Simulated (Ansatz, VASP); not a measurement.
## Two plane-wave programs on MgB2

File INCAR:

```
PREC = Accurate
ENCUT = 600
EDIFF = 1E-7
ISMEAR = -1
SIGMA = 0.05
LREAL = F
LASPH = T
NELM = 60
ALGO = Normal
ISIF = 3
LWAVE = F
LCHARG = F
GGA = RP
IVDW = 12
IBRION = 2
NSW = 60
EDIFFG = -0.01
```

The input KPOINTS:

```
Automatic mesh
0
Gamma
  10 10 8
```

The input POSCAR:

```
MgB2
1.0
    3.0850000000      0.0000000000      0.0000000000
   -1.5425000000      2.6716883707      0.0000000000
    0.0000000000      0.0000000000      3.5230000000
Mg B
1 2
Direct
    0.0000000000      0.0000000000      0.0000000000
    0.6666666667      0.3333333333      0.5000000000
    0.3333333333      0.6666666667      0.5000000000
```

File input.yaml:

```yaml
crystal:
  lattice:
    - [3.085, 0.0, 0.0]
    - [-1.5425, 2.6716883707, 0.0]
    - [0.0, 0.0, 3.523]
  atoms:
    - { symbol: Mg, position: [0.0, 0.0, 0.0] }
    - { symbol: B, position: [0.6666666667, 0.3333333333, 0.5] }
    - { symbol: B, position: [0.3333333333, 0.6666666667, 0.5] }
hamiltonian:
  xc: rpbe
  pseudopotentials: { kind: paw }
  dispersion: d3bj
kpoints:
  mp_grid: { grid: [10, 10, 8] }
scf:
  occupations: { method: fermi_dirac, width: 0.05 }
output:
  forces: true
  stress: true
  eigenvalues: true
  write_density: true
  write_potential: true
  elf: true
  volumetric_format: npy
relax:
  f_tol: 0.01
  max_steps: 40
  cell: { stress_tol: 0.05 }
```

Alike in both runs: task relaxation of cell and atoms; functional RPBE; dispersion D3(BJ); k mesh 10 × 10 × 8; occupations fermi-dirac, width 0.05 eV; no spin polarisation.

|  | VASP | Ansatz |
| --- | --- | --- |
| version | VASP 6.6.1 | Ansatz 0.2.0 |
| potentials or method | VASP PAW PBE potentials, release 64 (Mg, B) | Ansatz PAW |
| plane-wave cutoff (eV) | 600 | 420 |
| valence electrons in the cell | 8 | 16 |

Ansatz gave:

```
gap on the k mesh at the Fermi level, each at its own relaxed structure (eV) : none
relaxed volume (Å³/atom)                                                     : 8.44
relaxed cell length with the largest relative difference (Å)                 : 3.302
energy change over the relaxation (meV/atom)                                 : -84
```

Question: Which values does VASP return?

Answer: gap on the k mesh at the Fermi level, each at its own relaxed structure (eV): none; relaxed volume (Å³/atom): 8.42; relaxed cell length with the largest relative difference (Å): 3.298; energy change over the relaxation (meV/atom): -87.

A gap of «none» marks a metal or a gap that the smearing closes. The two sets of potentials don't hold the same shells in valence.

Caveats: the volume moved by -13 % from the deposited cell, more than functionals usually miss; pairwise dispersion overbinds metals, which lowers pressure and volume; the PAW data sets were made with another functional, which shifts forces and pressure a little (VASP); the plane-wave basis is chosen anew once the cell has moved, so the energies of steps on either side of that aren't comparable (Ansatz); the PAW data sets come from PBE, with cores solved anew for the run's functional, which leaves a small shift of forces and pressure (Ansatz).
